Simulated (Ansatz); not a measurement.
Method: Ansatz, DFT PBE, scalar-relativistic, plane waves, PAW. Settings: cutoff 420 eV, Γ-centred meshes spaced at most about 0.3 Å⁻¹, and about 0.25 Å⁻¹ or finer for metals (2π included), Gaussian smearing. No spin polarisation in the final relaxations.

Temperature and zero-point effects are left out.

Two relaxed structures of C:

1. Space group Fd-3m (No. 227), cubic, a = 3.571 Å. C is surrounded by 4 C at 1.55 Å.

2. Space group I-4m2 (No. 119), tetragonal, a = 2.462 Å, c = 6.436 Å. Around C on a site of symmetry 2mm lie 3 C at 1.45–1.52 Å; C on a site of symmetry -4m2 has 4 C at 1.52 Å.

Question: Which would you expect to be lower, and how large is the difference?

Answer: Cell 1 is lower, by 0.75 eV/atom. Cell 1 has the diamond type, space group Fd-3m (No. 227), 5.7 Å³/atom and a gap of 4.15 eV on its mesh; cell 2 has space group I-4m2 (No. 119), 6.5 Å³/atom and no gap. Counting all near atoms (those within 1.25 times the shortest such distance or 1.15 times the sum of covalent radii, 1.27 where that leaves under three; a slash parts the counts of unlike sites), cell 1 has C 4 and cell 2 has C 3/4. The denser one is the lower, and pressure would at first widen the difference. Both come from invented guesses. The part of the Crystallography Open Database at hand lists C in space groups No. 58, 69, 71, 141, 166 and others; sharing a group (Fd-3m) doesn't make a cell the listed structure.

Kohn–Sham gaps at this level usually fall short of measured ones. Cells relaxed within their symmetry can be saddle points.
